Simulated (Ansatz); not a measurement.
This Ansatz 0.2.0 run on HfO2 needs a look.

File input.yaml:

```yaml
crystal:
  lattice:
    - [5.556395, 0.0, 0.0]
    - [0.0, 3.333597, 0.0]
    - [0.0, 0.0, 6.504995]
  atoms:
    - { symbol: Hf, position: [0.748682, 0.75, 0.607871] }
    - { symbol: Hf, position: [0.251318, 0.25, 0.392129] }
    - { symbol: Hf, position: [0.248682, 0.75, 0.892129] }
    - { symbol: Hf, position: [0.751318, 0.25, 0.107871] }
    - { symbol: O, position: [0.639499, 0.25, 0.4234] }
    - { symbol: O, position: [0.360501, 0.75, 0.5766] }
    - { symbol: O, position: [0.139499, 0.25, 0.0766] }
    - { symbol: O, position: [0.860501, 0.75, 0.9234] }
    - { symbol: O, position: [0.520794, 0.25, 0.841453] }
    - { symbol: O, position: [0.479206, 0.75, 0.158547] }
    - { symbol: O, position: [0.020794, 0.25, 0.658547] }
    - { symbol: O, position: [0.979206, 0.75, 0.341453] }
hamiltonian:
  xc: pbe
  pseudopotentials: { kind: paw }
kpoints:
  mp_grid: { grid: [5, 8, 4] }
  KSPACING: 400
scf:
  occupations: { method: fermi_dirac, width: 0.05 }
  max_iter: 80
output:
  forces: true
  stress: true
  eigenvalues: true
```

Potentials or basis: Ansatz PAW.

The run is started by

```console
$ ansatz run input.yaml --threads 4 --pin off --max-ram 11264MiB --backend cpu --events-out ev --progress --plain --runs-dir out
```

Output:

```text
Error: YAML parse error: error: line 24 column 3: unknown field `KSPACING`, expected one of mp_grid, list, band_path, initial_grid, further_shifts
  --> <input>:24:3
   |
22 | kpoints:
23 |   mp_grid: { grid: [5, 8, 4] }
24 |   KSPACING: 400
   |   ^ unknown field `KSPACING`, expected one of mp_grid, list, band_path, initial_grid, further_shifts
25 | scf:
26 |   occupations: { method: fermi_dirac, width: 0.05 }
   |
```

Task: What happened, and what is wrong with the input?

Result: The program refused the input. The input holds a flaw that was put in on purpose: a keyword of another program (kpoints.KSPACING = 400).
